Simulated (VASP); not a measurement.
ZnSe:

```
CELL_PARAMETERS angstrom
0.00000 2.82066 2.82066
2.82066 0.00000 2.82066
2.82066 2.82066 0.00000
ATOMIC_POSITIONS crystal
Zn 0.00000 0.00000 0.00000
Se 0.25000 0.25000 0.25000
```

Base run:

```yaml
Program: VASP 6.6.1
Functional: PBEsol
Potentials_or_basis: VASP PAW PBE potentials, release 64 (Zn, Se)
Cutoff: 520 eV
k_mesh: 8 × 8 × 8
Occupations: gaussian, width 0.03 eV
Spin: no spin polarisation
```

Its results: band gap on the k mesh 1.23 eV, direct; pressure 0.1 GPa.

Problem. The run is repeated on the same cell with these changes: functional from PBEsol to LDA; potentials or basis from VASP PAW PBE potentials, release 64 (Zn, Se) to VASP PAW LDA potentials, release 64 (Zn, Se). What comes out?

Solution. Band gap on the k mesh 1.13 eV, direct; pressure -2.3 GPa.

Caveats: the PAW data sets were made with another functional, which shifts forces and pressure a little (some runs).
